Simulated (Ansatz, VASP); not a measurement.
# InSb: VASP beside Ansatz

Contents of INCAR:

```
PREC = Accurate
ENCUT = 520
EDIFF = 1E-6
ISMEAR = 0
SIGMA = 0.15
LREAL = False
LASPH = True
NELM = 60
ALGO = Normal
ISIF = 2
LWAVE = False
LCHARG = False
GGA = PS
NBANDS = 16
```

Contents of KPOINTS:

```
regular mesh
0
Gamma
  12 12 12
```

Contents of POSCAR:

```
InSb
1.0
    0.0000000000      3.2391000000      3.2391000000
    3.2391000000      0.0000000000      3.2391000000
    3.2391000000      3.2391000000      0.0000000000
In Sb
1 1
Direct
    0.0000000000      0.0000000000      0.0000000000
    0.7500000000      0.7500000000      0.7500000000
```

Input for Ansatz:

```yaml
crystal:
  lattice:
    - [0.0, 3.2391, 3.2391]
    - [3.2391, 0.0, 3.2391]
    - [3.2391, 3.2391, 0.0]
  atoms:
    - { symbol: In, position: [0.0, 0.0, 0.0] }
    - { symbol: Sb, position: [0.75, 0.75, 0.75] }
basis:
  ecutwfc: 420
kpoints:
  mp_grid: { grid: [12, 12, 12] }
hamiltonian:
  xc: pbesol
scf:
  occupations: { method: gaussian, width: 0.15 }
output:
  forces: true
  stress: true
  eigenvalues: true
```

Alike in both runs: task single point; functional PBEsol; k mesh 12 × 12 × 12; occupations gaussian, width 0.15 eV; no spin polarisation.

```csv
,VASP,Ansatz
version,VASP 6.6.1,Ansatz 0.2.0
potentials or method,"VASP PAW PBE potentials, release 64 (In_d, Sb)","scalar-relativistic, plane waves, PAW"
plane-wave cutoff (eV),520,420
valence electrons in the cell,18,28
```

|  | VASP | Ansatz | Ansatz less VASP |
| --- | --- | --- | --- |
| gap on the k mesh at the Fermi level (eV) | none | none | - |
| pressure (GPa) | 0.9 | 0.8 | -0.02 |

A gap of «none» marks a metal or a gap that the smearing closes. The functional is the same, so the differences come from potentials, cutoffs and numerics. The two sets of potentials don't hold the same shells in valence.

Caveats: the PAW data sets were made with another functional, which shifts forces and pressure a little (VASP); this crystal is a semiconductor, whose small gap the functional closes, so the metal is an error of the method. The runs have no spin-orbit coupling, so splittings on Sb are missing.
